**Q:** The density of states of this cerium cell stays at a few states per eV and then leaps to about fifty just above the Fermi level. What makes it leap?

Ansatz 0.2.0, plane waves with generated PAW datasets, scalar-relativistic PBE without spin polarisation, for an unrelaxed two-atom cell of Ce (P6_3/mmc). The cutoff is 420 eV, the k-mesh 7×7×4 and the Fermi-Dirac width 0.1 eV. Densities of states are tetrahedron means over 0.50 eV bins, with projections on atomic orbitals summed over both atoms.

```csv
bin centre from the Fermi level (eV),total (states/eV/cell),on Ce f (states/eV/cell),on Ce d (states/eV/cell),on Ce s (states/eV/cell)
-3.27,0.00,0.00,0.00,0.00
-2.77,0.21,0.00,0.00,0.20
-2.27,0.47,0.00,0.03,0.42
-1.77,0.85,0.00,0.16,0.67
-1.27,2.14,0.02,1.01,1.06
-0.78,3.64,0.16,2.58,0.83
-0.28,5.76,1.63,3.77,0.22
0.23,52.80,49.35,2.90,0.21
0.72,6.51,3.39,2.78,0.12
1.23,7.20,0.88,5.52,0.30
```

**A:** The height of such a curve is a number of states divided by the energy range over which they are spread. In this two-atom cell, a broad s band gives about one state per eV, the d band a few, and an f shell packed into half an eV about fifty.

Two limits help. If neighbouring orbitals didn't overlap at all, each shell would stay a sharp atomic level, and its density of states would be a needle. If they overlapped so strongly that the electrons hardly noticed the atoms, we would have a free-electron gas with a low, smooth curve. The s electrons lie near the second limit, the f electrons near the first, and the d electrons in between.

**Q:** Can I see the free-electron limit in the numbers?

**A:** Yes, at the bottom of the band. A free-electron gas in a cell of volume $V$ has

$$N(W)=\frac{V}{3\pi^2}\left(\frac{2mW}{\hbar^2}\right)^{3/2}$$

states up to an energy $W$ above its bottom, where $m$ is the ordinary electron mass. I set the bottom so that the total count in the rows from −2.77 to −1.77 eV comes out right, which puts it 2.9 eV below the Fermi level. The row at −3.27 eV lies below that and is empty.

How the states divide among those three rows is then a test, and the formula is off by at most 0.1 states/eV, which is about a fifth of the value in the worst row. One row higher, at −1.27 eV, it fails: it gives 0.9 where the calculation has 2.1. Most of the excess is in the column "on Ce d", so this is where the d band sets in.

**Q:** And the spike is the f shell?

**A:** Almost entirely: f supplies 93 % of the row at 0.23 eV, and without it that row would be no higher than its lower neighbour. Two atoms with seven f orbitals each, and two spins, offer 28 f states, and 88 % of them fall into this one row. No row holds more than 14 % of the 20 d states.

The reason is the size of the orbitals. The 4f orbitals lie deep inside the atom and barely reach a neighbour, whereas the 5d orbitals extend far into the space between atoms. The cell strengthens the contrast, because it is stretched well beyond the normal spacing of cerium metal. Pushing the atoms together would increase the overlap, and the spike would become broader and lower.

**Q:** Why does the Fermi level stop right at the foot of the spike?

**A:** Count electrons. Of the 24 in the cell, 16 fill the deep 5s and 5p shells, which leaves 8. The rows below the spike have room for only 6.5, so the spike must take the rest. It has so many states that a slight filling is enough.

**Q:** Can you work out how far above the Fermi level it lies?

**A:** Treat the spike as a single level at height $\varepsilon$. The electrons are filled in with a Fermi-Dirac width $kT=0.1$ eV, a numerical aid equivalent to roughly 1200 K. If the band just below the Fermi level is taken as flat, this lifts about $5.76\times0.1\times\ln 2\approx0.4$ electrons out of it. Together with the 1.5 that found no room below, the spike holds about 1.9 electrons.

Its capacity is $52.80\times0.5=26.4$ states, so the occupation is $p\approx0.07$. The Fermi-Dirac formula then gives

$$\varepsilon=kT\,\ln\left(\frac1p-1\right)\approx0.1\times\ln 13\approx0.26\ \text{eV}.$$

The real spike has a width, and its lower flank fills first, so its centre should lie somewhat higher than this.

**Q:** Is one level a fair picture of it?

**A:** The electronic entropy offers a check, since it wasn't used to find $\varepsilon$. Partly filled states produce entropy, and the model, with a flat band below the Fermi level, gives an entropy term of 0.77 eV per cell. The calculation has 0.74 eV, so the model is about 4 % too high relative to it. Such close agreement may be partly luck: at the Fermi level itself the density of states is already 14.4 states/eV, so the spike has a foot that the model leaves out. Yet spreading the same states evenly over the bin works badly: the spike would then hold 4.2 electrons, more than twice what the count allows. The printed analysis after this text contains both versions.

**Q:** Then are the f electrons just a product of the smeared filling?

**A:** That is tempting, but take the limit of sharp filling. The 1.5 electrons without room below still have to go somewhere, and the next free states are in the foot of the spike. The Fermi level would therefore move up into it. If the states themselves stay as they are, and the foot has the same share of f as the whole spike, the f count comes to about 1.1 per atom, against 1.2 in the smeared calculation. Smearing mainly shifts the Fermi level. More than half of the f electrons are there because the states below the spike can't hold all eight valence electrons. The rest come from f weight in those lower states, chiefly just below the Fermi level.

**Q:** Above the spike the total hardly changes between the last two rows. Has the curve become flat?

**A:** No, two changes nearly cancel. From 0.72 to 1.23 eV the f part falls by 2.5 states/eV as the upper flank of the spike dies out, while the d part grows by 2.7. The odd feature is the d column itself, which sags at 0.23 and 0.72 eV before it recovers. Mixing with the f states may push d weight away from the spike, but the d band of this crystal could have a dip there anyway. I can't tell which from this one calculation.

**Q:** Would you use this curve for real cerium?

**A:** I would trust the contrast between broad s and d bands and narrow f states, but not the single spike or its place. The calculation has no spin polarisation, so a magnetic state, with the spike split by spin, may lie lower. Plain PBE also gives occupied and empty f orbitals nearly the same potential, which keeps them together at the Fermi level. Spectra of real cerium show f weight well below and well above that level, besides a feature close to it. An f count near one is thus no sign of a localised f electron here.

Be equally careful with any property that depends on the density of states at the Fermi level, such as the electronic heat capacity. That level sits on a steep edge, where the curve rises ninefold from one row to the next. Filling without smearing would already move the level up this edge, probably to a higher density of states. Spin-orbit coupling, which is left out here, should split the spike in two and so reshape the edge itself.

Printed output of the fit:

```
Free-electron band bottom from the Fermi level (eV): -2.883
Character and counts:
    row  free-electron states/eV  total without f  f percent  d percent  states up to bin top
  -3.27                        0                0          0          0                     0
  -2.77                   0.2102             0.21          0          0                 0.105
  -2.27                   0.5606             0.47          0      6.383                  0.34
  -1.77                   0.7593             0.85          0      18.82                 0.765
  -1.27                   0.9151             2.12     0.9346       47.2                 1.835
  -0.78                    1.045             3.48      4.396      70.88                 3.655
  -0.28                    1.163             4.13       28.3      65.45                 6.535
   0.23                    1.272             3.45      93.47      5.492                 32.94
   0.72                    1.369             3.12      52.07       42.7                 36.19
   1.23                    1.463             6.32      12.22      76.67                 39.79
f states in all rows (per cell, 28 possible): 27.72
f states in the spike row (per cell): 24.68
Share of the 28 f states in the spike row (percent): 88.12
Largest share of the 20 d states in any row (percent): 13.8
Electrons that the rows below the spike can hold (per cell): 6.535
Electrons left over for the spike with sharp filling (per cell): 1.465
Electrons in the spike with smeared filling, estimate (per cell): 1.864
Mean occupation of the spike, estimate (percent): 7.062
Height of the spike above the Fermi level, one-level model (eV): 0.2577
Electrons in the spike if spread evenly over its bin (per cell): 4.171
Entropy term TS, one-level model plus flat band below (eV per cell): 0.7686
Entropy term TS of the run, typed from the further outputs (eV per cell): 0.737
f electrons per atom, sharp filling of the same states: 1.137
f electrons per atom of the run, typed from the further outputs: 1.18
Change of d from row 0.72 to row 1.23 (states/eV): 2.74
Change of f from row 0.72 to row 1.23 (states/eV): -2.51
```
